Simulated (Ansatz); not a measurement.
InP:

```
In P
1.0
     0.00000    2.93050    2.93050
     2.93050    0.00000    2.93050
     2.93050    2.93050    0.00000
In P
1 1
Cartesian
  0.0000 0.0000 0.0000
  4.3957 4.3957 4.3957
```

Base run:

| Quantity | Value |
| --- | --- |
| Program | Ansatz 0.2.0 |
| Functional | PBEsol |
| Potentials or basis | Ansatz PAW |
| Cutoff | 420 eV (not typed: the program's choice for these potentials) |
| k mesh | 8 × 8 × 8 |
| Occupations | gaussian, width 0.05 eV |
| Spin | no spin polarisation |

Its results: band gap on the k mesh 0.62 eV, direct; pressure 0.6 GPa.

Question: The run is repeated on the same cell with these changes: functional from PBEsol to RPBE. What comes out?

Answer: Band gap on the k mesh 0.85 eV, direct; pressure 5.2 GPa.

RPBE binds less tightly than PBEsol, so the same cell stands under more pressure.

Caveats: spin-orbit coupling is left out, which moves the levels of the heavy elements; the PAW data sets come from PBE, with cores solved anew for the run's functional, which leaves a small shift of forces and pressure.

